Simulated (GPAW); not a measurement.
# TiTe2 (P-3m1) in GPAW: single point with PBE+U

Aim: the single point of TiTe2 with PBE+U.

Everything below comes from runs of GPAW 26.7.0. Logs are shortened: lines on timing, memory, paths and dates and some standing lists are left out, and cuts for length are marked. The log counts tension as positive stress, the text compression.

## Step 1: Starting point

It takes space group P-3m1 (No. 164, trigonal). Conventional cell: a = 3.777 Å, b = 3.777 Å, c = 6.498 Å, α = 90.00°, β = 90.00°, γ = 120.00°. Te (site symmetry 3m) is surrounded by 3 Ti at 2.77 Å. Around Ti (site symmetry -3m) lie 6 Te at 2.77 Å.

## Step 2: Single point, PBE+U

File run.py:

```python
from ase.dft.bandgap import bandgap
from ase.io import read, write
from ase.units import GPa
from gpaw import GPAW, PW

atoms = read('POSCAR')

calc = GPAW(mode=PW(400),
            xc='PBE',
            kpts={'size': (7, 7, 4), 'gamma': True},
            occupations={'name': 'fermi-dirac', 'width': 0.05},
            setups={'Ti': ':d,1.0'},
            nbands=24,
            convergence={'density': 1e-05, 'energy': 1e-05},
            maxiter=80,
            txt='gpaw.txt')
atoms.calc = calc
energy = atoms.get_potential_energy()
forces = atoms.get_forces()
stress = atoms.get_stress()
calc.write('gs.gpw')
write('result.traj', atoms)
print(f'Energy: {energy:.6f} eV')
print('Forces (eV/A):')
print(forces.round(4))
print('Stress (GPa):', (stress / GPa).round(3))
print('Fermi level:', round(calc.get_fermi_level(), 4), 'eV')
print(f'Gap: {bandgap(calc)[0]:.4f} eV, direct: {bandgap(calc, direct=True)[0]:.4f} eV')
```

File POSCAR:

```
TiTe2
1.0
    3.7770000000      0.0000000000      0.0000000000
   -1.8885000000      3.2709779501      0.0000000000
    0.0000000000      0.0000000000      6.4980000000
Te Ti
2 1
Direct
    0.3333333333      0.6666666667      0.7372000000
    0.6666666667      0.3333333333      0.2628000000
    0.0000000000      0.0000000000      0.0000000000
```

Potentials or basis: GPAW PAW data sets (gpaw-data 1.2.1), pw.

Command:

```console
> OMP_NUM_THREADS=1 python run.py
```

gpaw.txt:

```text
__  _  _
 | _ |_)|_||  |
 |__||  | ||/\| - 26.7.0

Input parameters:
  mode=PW(ecut=400.0),
  convergence={'density': 1e-05, 'energy': 1e-05},
  kpts=MonkhorstPack(size=(7, 7, 4), gamma=True),
  maxiter=80,
  nbands=24,
  occupations=Occupations(name='fermi-dirac', width=0.05),
  setups={'Ti': ':d,1.0'},
  xc=XC(name='PBE')

Diagonalizing LCAO Hamiltonian
Converting LCAO to pw mode

        Te

            Te

       Ti

Atoms  # Å, Bohr magnetons
|   | symbol |         x |        y |        z |    initial magnetic moments |
|---|--------|-----------|----------|----------|-----------------------------|
| 0 |     Te | -0.000000 | 2.180652 | 4.790326 | ( 0.0000,  0.0000,  0.0000) |
| 1 |     Te |  1.888500 | 1.090326 | 1.707674 | ( 0.0000,  0.0000,  0.0000) |
| 2 |     Ti |  0.000000 | 0.000000 | 0.000000 | ( 0.0000,  0.0000,  0.0000) |

Unit cell  # Å
| periodic |         x |        y |        z |  lengths |     angles |
|----------|-----------|----------|----------|----------|------------|
|      yes |  3.777000 | 0.000000 | 0.000000 | 3.777000 |  90.000000 |
|      yes | -1.888500 | 3.270978 | 0.000000 | 3.777000 |  90.000000 |
|      yes |  0.000000 | 0.000000 | 6.498000 | 6.498000 | 120.000000 |

Number of symmetries: 12
Symmetry operations  # r_c * U_cc + t_c -> r_c
|    | kind |            matrix            |
|----|------|------------------------------|
|  0 |  σ   |  1, 1, 0,  0,-1, 0,  0, 0, 1 |
|  1 |  S6  |  1, 1, 0, -1, 0, 0,  0, 0,-1 |
|  2 |  E   |  1, 0, 0,  0, 1, 0,  0, 0, 1 |
|  3 |  C2  |  1, 0, 0, -1,-1, 0,  0, 0,-1 |
|  4 |  C2  |  0, 1, 0,  1, 0, 0,  0, 0,-1 |
|  5 |  C3  |  0, 1, 0, -1,-1, 0,  0, 0, 1 |
|  6 |  S6  |  0,-1, 0,  1, 1, 0,  0, 0,-1 |
|  7 |  σ   |  0,-1, 0, -1, 0, 0,  0, 0, 1 |
|  8 |  σ   | -1, 0, 0,  1, 1, 0,  0, 0, 1 |
|  9 |  i   | -1, 0, 0,  0,-1, 0,  0, 0,-1 |
| 10 |  C3  | -1,-1, 0,  1, 0, 0,  0, 0, 1 |
| 11 |  C2  | -1,-1, 0,  0, 1, 0,  0, 0,-1 |

BZ-sampling:
  Number of BZ points: 196
  Number of IBZ points: 28

  Monkhorst-Pack size: [7, 7, 4]
  Monkhorst-Pack shift: [0.0, 0.0, 0.125]

K-points  # in reciprocal-cell coordinates
|     |                                coordinates |     weight |
|-----|--------------------------------------------|------------|
|   0 | (  0.00000000,   0.00000000,   0.00000000) | 0.00510204 |
|   1 | (  0.00000000,   0.00000000,   0.25000000) | 0.01020408 |
|   2 | (  0.00000000,   0.00000000,   0.50000000) | 0.00510204 |
|   3 | (  0.14285714,   0.00000000,  -0.25000000) | 0.03061224 |
|   4 | (  0.14285714,   0.00000000,   0.00000000) | 0.03061224 |
|   5 | (  0.14285714,   0.00000000,   0.25000000) | 0.03061224 |
|   6 | (  0.14285714,   0.00000000,   0.50000000) | 0.03061224 |
|   7 | (  0.28571429,  -0.14285714,   0.00000000) | 0.03061224 |
|   8 | (  0.28571429,  -0.14285714,   0.25000000) | 0.06122449 |
|   9 | (  0.28571429,  -0.14285714,   0.50000000) | 0.03061224 |
| ... |                                            |            |
|  27 | (  0.42857143,   0.42857143,   0.50000000) | 0.03061224 |

Plane wave coefficients: 1485
Cutoff: 400.0 eV

Spin-components: 1 (collinear spins)
Bands:           24
Projectors:      16
Spin-degeneracy: 2
Datatype:        complex128

Density:
  Valence electrons: 24.0
  Components: 1
  Grid points: [18 18 30]
  Charge: 0.0  # |e|

Potential:
  Grid points: [18 18 30]

species:
  Te:
    name:    Tellurium
    Z:       52.0
    valence: 6
    core:    46
    charge:  0.0  # [|e|]
    compensation charges:
      type: gauss
      rc: 0.36  # [Å]
      lmax: 2
    cutoffs:
      filter: 2.09  # [Å]
      core: 3.17  # [Å]
    projectors
    | kind |    occ | energy [eV] | rcut [Å] |
    |------|--------|-------------|----------|
    |   5s |  2.000 |     -15.089 |    1.180 |
    |   5p |  4.000 |      -5.955 |    1.196 |
    |    s |        |      12.123 |    1.180 |
    |    p |        |      21.256 |    1.196 |
    |    d |        |       0.000 |    1.238 |

    Using partial waves for Te as LCAO basis

  Ti:
    name:    Titanium
    Z:       22.0
    valence: 12
    core:    10
    charge:  0.0  # [|e|]
    Hubbard: {U: 1.0,  # eV
              l: 2,
              scale: True}
    compensation charges:
      type: gauss
      rc: 0.38  # [Å]
      lmax: 2
    cutoffs:
      filter: 2.23  # [Å]
      core: 1.02  # [Å]
    projectors
    | kind |    occ | energy [eV] | rcut [Å] |
    |------|--------|-------------|----------|
    |   3s |  2.000 |     -62.623 |    1.270 |
    |   4s |  2.000 |      -4.466 |    1.270 |
    |   3p |  6.000 |     -38.862 |    1.058 |
    |   4p |  0.000 |      -1.466 |    1.058 |
    |   3d |  2.000 |      -4.258 |    1.058 |
    |    d |        |      22.953 |    1.058 |

    Using partial waves for Ti as LCAO basis

Reference energy: -392805.381149  # eV

eigensolver:
  PPCG
  Converge bands: occupied
  niter=2

density mixing:
  MSR1-Mixer
  Pratt-step length: 0.05
  Maximum mixing coefficient: 0.75
  Old densities: 10
  SVD Regularization: 0.005
  Good broyden scale: 1.0
  Trust region scale: 1.0
  Backstep threshold: 4.0
  History deletion threshold: 6.0
  Fourier metric: weight=20.0, sigma=0.015

occupation numbers:
  Fermi-Dirac:
    width: 0.0500  # eV

poisson solver:
  ecut: 3200.0  # eV

xc functional:
  name: PBE with 2 nearest neighbor stencil

convergence criteria:
- Maximum integral of absolute [dens]ity change: 1e-05 electrons / valence electron
- Maximum [total energy] change in last 3 cyles: 1e-05 eV / valence electron
- Maximum integral of absolute [eigenst]ate change: 4e-08 eV^2 / valence electron
maximum number of iterations: 80

SCF iterations
|iter     | |      energy | eigst |  dens |
|---------|-|-------------|-------|-------|
|iter:   1| |  -14.508721 | -0.07 |       |
|iter:   2| |  -14.459784 | -2.41 | -1.20 |
|iter:   3| |  -14.362549 | -2.12 | -1.24 |
|iter:   4| |  -14.356444 | -2.42 | -1.50 |
|iter:   5| |  -14.322162 | -3.22 | -1.61 |
|iter:   6| |  -14.324940 | -3.76 | -2.10 |
|iter:   7| |  -14.325048 | -4.83 | -2.88 |
|iter:   8| |  -14.325048c| -6.32 | -3.56 |
|iter:   9| |  -14.325049c| -7.49c| -4.14 |
|iter:  10| |  -14.325049c| -8.29c| -4.95 |
|iter:  11| |  -14.325049c| -8.89c| -5.69c|

Converged in 11 steps
Energy contributions relative to reference atoms: (reference = -392805.381149)

Energy contributions:
  Kinetic:          24.608287
  Coulomb:         -25.101385
  Zero:              0.374962
  External:          0.000000
  Xc:              -14.202033
  Entropy:          -0.009759
  Spinorbit:         0.000000
  ----------------------------
  Free energy:     -14.329928
  Extrapolated:    -14.325049

dipole moment: (-6.017962, -10.423415, -20.706759)  # |e|*Ang

Fermi level: 6.734
Eigenvalues  # (at kpt = [0.000, 0.000, 0.000])
| band index |      eig [eV] | occ [0-2] |
|------------|---------------|-----------|
|          0 |       -51.116 |     2.000 |
|          1 |       -27.366 |     2.000 |
|          2 |       -27.366 |     2.000 |
|          3 |       -27.323 |     2.000 |
|          4 |        -5.713 |     2.000 |
|          5 |        -4.203 |     2.000 |
[... 9 lines left out ...]
|         15 |         9.752 |     0.000 |
|         16 |         9.752 |     0.000 |
|        ... |               |           |
|         23 |        17.156 |     0.000 |

No gap
No difference between direct/indirect transitions

Forces  # eV/Ang
|        x |        y |        z |
|----------|----------|----------|
|  0.00000 |  0.00000 | -0.01105 |  # Te   0
| -0.00000 | -0.00000 |  0.01105 |  # Te   1
|  0.00000 |  0.00000 |  0.00000 |  # Ti   2

Stress tensor  # eV/Ang^3
|         x |         y |         z |
|-----------|-----------|-----------|
| -0.003372 |  0.000000 |  0.000000 |
|  0.000000 | -0.003372 | -0.000000 |
|  0.000000 | -0.000000 | -0.004006 |

# Writing to gs.gpw (mode='')
```

Run time: 21 s. Hardware: 1 thread of Arm Neoverse V1, shared host; peak memory 0.16 GiB.

The run converged, but some of its settings lie outside the range that counts as converged, so its numbers aren't taken as properties of the crystal.

What came out:

```
Free energy            : -14.3299 eV
Pressure               : 0.6 GPa
Largest force          : 0.011 eV/Å
Band gap on the k mesh : none (metal or under the smearing width)
```

Caveat: the cutoff is short for stress and forces, so pressures can be off by a GPa or more; this functional lacks dispersion, which binds the layers, so the pressure and a relaxed spacing across them are unreliable; U without spin polarisation on a metal has little footing; the U is typed as a test and isn't derived for this compound.
